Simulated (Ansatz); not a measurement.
Computed with Ansatz, DFT PBE, scalar-relativistic, plane waves, PAW. All cells share a 420 eV cutoff and Γ-centred k meshes spaced at most about 0.3 Å⁻¹ (about 0.25 or finer for metals, 2π included). No spin polarisation.

All energies are static (0 K, no zero-point motion).

Two relaxed structures of SnGe₅:

A.

```
Sn Ge
1.0
     7.89896    0.00000    0.00000
    -3.94948    6.84070    0.00000
     0.00000    0.00000    2.84623
Sn Ge
1 5
Direct
  0.00000 0.00000 0.00000
  0.64691 0.00000 0.00000
  0.00000 0.64691 0.00000
  0.35309 0.35309 0.00000
  0.33333 0.66667 0.00000
  0.66667 0.33333 0.00000
```

B.

```
Sn Ge
1.0
     3.40126    0.00000    0.00000
     0.00000    3.40126    0.00000
     0.00000    0.00000   10.67188
Sn Ge
1 5
Direct
  0.00000 0.00000 0.00000
  0.50000 0.50000 0.19628
  0.00000 0.00000 0.33940
  0.50000 0.50000 0.50000
  0.00000 0.00000 0.66060
  0.50000 0.50000 0.80372
```

**Question.** Which form is favoured at zero pressure, and by what margin per atom?

**Answer.** They are level within the accuracy (3 meV/atom apart, with B the lower in these runs). A has space group P-62m (No. 189), 25.6 Å³/atom and no gap on its mesh; B has space group P4/mmm (No. 123), 20.6 Å³/atom and no gap. Counting Ge atoms around Sn (those within 1.25 times the shortest such distance or 1.15 times the sum of covalent radii; a plus sign parts nearer from farther groups; the shortest distance is added where it is long for a bond), A has Sn 3 and B has Sn 8+2 from 3.2 Å. Even the lower one lies +0.29 eV/atom against the reference forms of the elements (uncorrected), so neither is stable at this level. In A, Sn has 3 Ge at 2.79 Å and 2 Sn at 2.85 Å; Ge on a site of symmetry m2m has 2 Ge at 2.56 Å, 1 Sn at 2.79 Å and 2 Ge at 2.85 Å; Ge on a site of symmetry -6 is surrounded by 3 Ge at 2.56 Å and 2 Ge at 2.85 Å. In B, Sn has 8 Ge at 3.19 Å, 4 Sn at 3.40 Å and 2 Ge at 3.62 Å; Ge on a site of symmetry 4mm has 4 Ge at 2.85 Å, 4 Sn at 3.19 Å and 5 Ge at 3.24–3.40 Å; Ge on a second site of symmetry 4mm is surrounded by 8 Ge at 2.85–2.95 Å, 5 Ge at 3.40–3.43 Å and 1 Sn at 3.62 Å; 1 more site not described. Both come from invented guesses. The lowest form computed isn't among them: it has space group Pmmm (No. 47), 20.8 Å³/atom and lies 10 meV/atom below the best shown.

The k mesh leaves some 4 meV/atom of noise in the energy of each metallic cell. Cells relaxed within their symmetry can be saddle points. Some structure types and database cells were kept out of the candidates from the start, so a known form may be missing.
